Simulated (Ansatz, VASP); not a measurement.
## PbSe in VASP and in Ansatz

File INCAR:

```
SYSTEM = PbSe
  ALGO = Normal
  EDIFF = 1E-7
  ENCUT = 520
  GGA = PE
  ISIF = 2
  ISMEAR = 0
  LASPH = .True.
  LCHARG = .False.
  LREAL = .False.
  LWAVE = .False.
  NBANDS = 17
  NELM = 100
  PREC = Accurate
  SIGMA = 0.05
```

File KPOINTS:

```
k-points
0
Gamma
  10 10 10
  0 0 0
```

File POSCAR:

```
PbSe
1.0
    0.1224860000      3.1881268510      3.2704680645
    3.2969250405      0.0000000000      3.3929540645
    3.1744390405      3.1881268510      0.1224860000
Pb Se
1 1
Direct
    0.0129214174      0.0050000881     -0.0129214174
    0.4870785826      0.4949999119      0.5129214174
```

Input for Ansatz:

```yaml
crystal:
  lattice:
    - [0.122486, 3.188126851, 3.2704680645]
    - [3.2969250405, 0.0, 3.3929540645]
    - [3.1744390405, 3.188126851, 0.122486]
  atoms:
    - { symbol: Pb, position: [0.0129214174, 0.0050000881, -0.0129214174] }
    - { symbol: Se, position: [0.4870785826, 0.4949999119, 0.5129214174] }
basis:
  ecutwfc: 420
kpoints:
  mp_grid: { grid: [10, 10, 10] }
hamiltonian:
  xc: pbe
scf:
  occupations: { method: gaussian, width: 0.05 }
output:
  forces: true
  stress: true
  eigenvalues: true
  populations: true
```

Alike in both runs: task single point; functional PBE; k mesh 10 × 10 × 10; occupations gaussian, width 0.05 eV; no spin polarisation.

```csv
,VASP,Ansatz
version,VASP 6.6.1,Ansatz 0.2.0
potentials or method,"VASP PAW PBE potentials, release 64 (Pb_d, Se)","scalar-relativistic, plane waves, PAW"
plane-wave cutoff (eV),520,420
valence electrons in the cell,20,30
```

```csv
,VASP,Ansatz,Ansatz less VASP
gap on the k mesh at the Fermi level (eV),0.46,0.45,-0.004
least direct gap on the mesh (eV),0.70,0.70,-0.004
pressure (GPa),-3.5,-3.5,+0.02
largest component of the traceless stress (GPa),1.34,1.34,+0.001
rms of the force components (eV/Å),0.045,0.045,+0.0003
```

Atom by atom the forces differ by 0.001 eV/Å (rms over components). The two sets of potentials don't hold the same shells in valence.

Caveats: spin-orbit coupling is left out, which as a rule narrows the gap of such compounds by several tenths of an eV.
